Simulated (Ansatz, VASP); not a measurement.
**One calculation of Te, two programs**

INCAR

```
ALGO = Normal
EDIFF = 1E-7
ENCUT = 520
GGA = PS
ISIF = 2
ISMEAR = -1
LASPH = True
LCHARG = False
LREAL = False
LWAVE = False
NBANDS = 16
NELM = 80
PREC = Accurate
SIGMA = 0.05
```

KPOINTS

```
k-points
0
Gamma
  7 7 5
```

File POSCAR:

```
Te
1.0
    4.5413555111      0.0000000000      0.0000000000
   -2.2706777555      3.9329292402      0.0000000000
    0.0000000000      0.0000000000      6.0401863600
Te
3
Direct
    0.7310000000      0.7310000000      0.0000000000
    0.0000000000      0.2690000000      0.6666666667
    0.2690000000      0.0000000000      0.3333333333
```

File input.yaml:

```yaml
crystal:
  lattice:
    - [4.5413555111, 0.0, 0.0]
    - [-2.2706777555, 3.9329292402, 0.0]
    - [0.0, 0.0, 6.04018636]
  atoms:
    - { symbol: Te, position: [0.731, 0.731, 0.0] }
    - { symbol: Te, position: [0.0, 0.269, 0.6666666667] }
    - { symbol: Te, position: [0.269, 0.0, 0.3333333333] }
kpoints:
  mp_grid: { grid: [7, 7, 5] }
scf:
  occupations: { method: fermi_dirac, width: 0.05 }
hamiltonian:
  xc: pbesol
  pseudopotentials: { kind: all_electron, lapw: { basis_error: 0.001 } }
output:
  forces: true
  stress: true
  eigenvalues: true
```

Change from the starting cell: volume scaled by 1.06.

Alike in both runs: task single point; functional PBEsol; k mesh 7 × 7 × 5; occupations fermi-dirac, width 0.05 eV; no spin polarisation.

|  | VASP | Ansatz |
| --- | --- | --- |
| version | VASP 6.6.1 | Ansatz 0.2.0 |
| potentials or method | VASP PAW PBE potentials, release 64 (Te) | all-electron LAPW, scalar-relativistic |
| plane-wave cutoff (eV) | 520 | see its input |

VASP gave:

| Quantity | Value |
| --- | --- |
| gap on the k mesh at the Fermi level (eV) | 0.60 |
| least direct gap on the mesh (eV) | 0.72 |
| pressure (GPa) | -3.3 |
| largest component of the traceless stress (GPa) | 0.56 |
| rms of the force components (eV/Å) | 0.094 |

Which values does Ansatz return?

gap on the k mesh at the Fermi level (eV): 0.61; least direct gap on the mesh (eV): 0.74; pressure (GPa): -3.3; largest component of the traceless stress (GPa): 0.59; rms of the force components (eV/Å): 0.105.

Atom by atom the forces differ by 0.011 eV/Å (rms over components). Ansatz ran all-electron here, so the differences hold the error of VASP's frozen core and of both bases.

Caveats: spin-orbit coupling is left out, which moves the levels of the heavy elements; an odd mesh through Γ misses points on the zone boundary, where band edges often lie; the PAW data sets were made with another functional, which shifts forces and pressure a little (VASP).
